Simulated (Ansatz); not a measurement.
# Response of MoS$_{2}$ to small distortions

```yaml
crystal:
  lattice:
    - [3.16100, 0.00000, 0.00000]
    - [-1.58050, 2.73751, 0.00000]
    - [0.00000, 0.00000, 12.29500]
  atoms:
    - { symbol: Mo, position: [0.33333, 0.66667, 0.25000] }
    - { symbol: Mo, position: [0.66667, 0.33333, 0.75000] }
    - { symbol: S, position: [0.33333, 0.66667, 0.62750] }
    - { symbol: S, position: [0.66667, 0.33333, 0.12750] }
    - { symbol: S, position: [0.33333, 0.66667, 0.87250] }
    - { symbol: S, position: [0.66667, 0.33333, 0.37250] }
```

Atoms are numbered in the order listed.

The cell comes from COD entry 9007660, which wasn't checked; take it as a given geometry.

These are results of Ansatz 0.2.0, DFT, PBE, all-electron LAPW, scalar-relativistic, not measurements.

The runs use a Γ-centred 10×10×3 k mesh, Fermi–Dirac smearing of 0.03 eV, basis error target 1 meV/atom, no spin polarisation.

The unchanged cell is at 8.91 GPa.

Semilocal functionals give too small gaps.

x, y and z are the Cartesian axes of the cell as listed; fractional coordinates follow a strain, and an engineering shear is twice the off-diagonal strain component.

(1) One change gave: energy change +20 meV/atom; stress change (xx, yy, zz, yz, xz, xy) 0.47, 0.55, 0.44, -4.51, -4.51, -2.59 GPa, compression positive; change of the force on S4 (0.579, 0.470, -0.091) eV/Å; gap on the k mesh 0.87 → 0.82 eV. Which change was it?
A. equal xy, yz and zx engineering shear strains of -3 %
B. equal xy, yz and zx engineering shear strains of -1 %
C. equal xy, yz and zx engineering shear strains of -2 %
D. equal xy, yz and zx engineering shear strains of +2 %
E. equal xy, yz and zx engineering shear strains of +1 %
F. equal xy, yz and zx engineering shear strains of +3 %

## Answers

(1) F. For equal xy, yz and zx engineering shear strains of -3 %: energy change +21 meV/atom; stress change (xx, yy, zz, yz, xz, xy) 0.50, 0.56, 0.45, 4.75, 4.75, 2.80 GPa, compression positive; change of the force on S4 (-0.692, -0.520, -0.098) eV/Å; gap on the k mesh 0.87 → 0.81 eV. For equal xy, yz and zx engineering shear strains of -1 %: energy change +2 meV/atom; stress change (xx, yy, zz, yz, xz, xy) 0.05, 0.06, 0.05, 1.56, 1.56, 0.91 GPa, compression positive; change of the force on S4 (-0.217, -0.167, -0.011) eV/Å; gap on the k mesh 0.87 → 0.85 eV. For equal xy, yz and zx engineering shear strains of +2 %: energy change +9 meV/atom; stress change (xx, yy, zz, yz, xz, xy) 0.21, 0.25, 0.20, -3.03, -3.03, -1.75 GPa, compression positive; change of the force on S4 (0.397, 0.318, -0.041) eV/Å; gap on the k mesh 0.87 → 0.83 eV. For equal xy, yz and zx engineering shear strains of -2 %: energy change +9 meV/atom; stress change (xx, yy, zz, yz, xz, xy) 0.22, 0.25, 0.20, 3.14, 3.14, 1.84 GPa, compression positive; change of the force on S4 (-0.447, -0.340, -0.043) eV/Å; gap on the k mesh 0.87 → 0.83 eV. For equal xy, yz and zx engineering shear strains of +1 %: energy change +2 meV/atom; stress change (xx, yy, zz, yz, xz, xy) 0.05, 0.06, 0.05, -1.53, -1.53, -0.89 GPa, compression positive; change of the force on S4 (0.204, 0.161, -0.010) eV/Å; gap on the k mesh 0.87 → 0.85 eV.
